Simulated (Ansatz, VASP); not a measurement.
V in VASP and in Ansatz

```
V
1.0
    -1.48251    1.48251    1.48251
     1.48251   -1.48251    1.48251
     1.48251    1.48251   -1.48251
V
1
Direct
  0.00000 0.00000 0.00000
```

Alike in both runs: functional PBEsol; k mesh 10 × 10 × 10; occupations gaussian, width 0.1 eV; no spin polarisation.

Ansatz relaxed the structure, and its values are those at the end. VASP's run is a single point on that final structure, the one shown.

|  | VASP | Ansatz |
| --- | --- | --- |
| version | VASP 6.6.1 | Ansatz 0.2.0 |
| potentials or method | VASP PAW PBE potentials, release 64 (V_sv) | scalar-relativistic, plane waves, PAW |
| plane-wave cutoff (eV) | 520 | 420 |
| valence electrons in the cell | 13 | 13 |

```tsv
	VASP	Ansatz	Ansatz less VASP
gap on the k mesh at the Fermi level (eV)	none	none	-
pressure (GPa)	0.2	0.0	-0.21
```

A gap of «none» marks a metal or a gap that the smearing closes.

Caveats: the PAW data sets were made with another functional, which shifts forces and pressure a little (VASP).
